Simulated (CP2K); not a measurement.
Runs of CP2K 2026.2 on MnO. The structure is cubic, space group Fm-3m (No. 225). The conventional cell has a = 4.448 Å, b = 4.448 Å, c = 4.448 Å, α = 90.00°, β = 90.00°, γ = 90.00°. Around Mn (site symmetry m-3m) lie 6 O at 2.22 Å. O (site symmetry m-3m) has 6 Mn at 2.22 Å as nearest neighbours. The cell is a database's computed one.

```csv
task,level,potentials or basis,k mesh,smearing,EPS_DEFAULT,MIXING METHOD,MIXING ALPHA,NBUFFER,NGRIDS,gap on the mesh (eV),pressure (GPa),moment (μB),V0 of scaled cells (Å³/atom),B0 (GPa)
band structure,PBE,"POTENTIAL_UZH Mn GTH-PBE-q15, O GTH-PBE-q6; TZVP-MOLOPT-PBE-GTH basis",10 × 10 × 10,fermi-dirac 0.0259 eV,1.0E-9,BROYDEN_MIXING,0.2,10,4,none,3.1,4.86,-,-
equation of state,PBEsol,"GTH_POTENTIALS Mn GTH-PBE-q15; POTENTIAL_UZH O GTH-PBE-q6; TZVP-MOLOPT-SR-GTH, TZVP-MOLOPT-PBE-GTH basis",10 × 10 × 10,fermi-dirac 0.05 eV,1.0E-9,PULAY_MIXING,0.4,6,4,-,-,-,10.58,137
equation of state,PBE,"POTENTIAL_UZH Mn GTH-PBE-q15, O GTH-PBE-q6; TZVP-MOLOPT-PBE-GTH basis",10 × 10 × 10,fermi-dirac 0.05 eV,1.0E-10,BROYDEN_MIXING,0.2,10,5,-,-,-,11.28,(a)
band structure,PBEsol,"POTENTIAL_UZH Mn GTH-PBE-q15, O GTH-PBE-q6; TZVP-MOLOPT-PBE-GTH basis",10 × 10 × 10,fermi-dirac 0.1 eV,1.0E-9,BROYDEN_MIXING,0.2,10,4,none,-4.2,4.81,-,-
band structure,LDA,"GTH_POTENTIALS Mn GTH-PADE-q15, O GTH-PADE-q6; TZVP-MOLOPT-PBE-GTH basis",10 × 10 × 10,fermi-dirac 0.05 eV,1.0E-9,BROYDEN_MIXING,0.2,10,5,none,-12.8,4.80,-,-
band structure,r2SCAN,"POTENTIAL_UZH Mn GTH-SCAN-q15, O GTH-SCAN-q6; TZVP-MOLOPT-SCAN-GTH basis",10 × 10 × 10,fermi-dirac 0.01 eV,1.0E-10,BROYDEN_MIXING,0.2,10,4,0.06,2.0,5.00,-,-
single point,PBE,"POTENTIAL_UZH Mn GTH-PBE-q15, O GTH-PBE-q6; TZVP-MOLOPT-PBE-GTH basis",10 × 10 × 10,fermi-dirac 0.05 eV,1.0E-10,BROYDEN_MIXING,0.2,10,4,none,3.0,4.85,-,-
single point,RPBE,"GTH_POTENTIALS Mn GTH-PBE-q15, O GTH-PBE-q6; DZVP-MOLOPT-SR-GTH basis",8 × 8 × 8,fermi-dirac 0.05 eV,1.0E-10,BROYDEN_MIXING,0.2,10,4,none,(b),4.91,-,-
```

Alike in all rows: spin collinear, ferromagnetic start; cell as given.

Estimate the missing entries.

(a) 112; (b) 6.6.

Caveats: the basis of atomic orbitals isn't converged, which shifts pressures, moduli and gaps; a cell with one magnetic atom can't hold antiferromagnetic order, which such compounds often take (some runs); semilocal functionals often make such compounds metallic where correlation or magnetic order opens a gap, which also shifts bond lengths (some runs); the potentials were made for another functional, which shifts forces and pressure (some runs).

A k mesh can miss the band edges.

A gap of «none» marks a metal or a gap under the smearing width.

Not every run made on this cell is shown here.
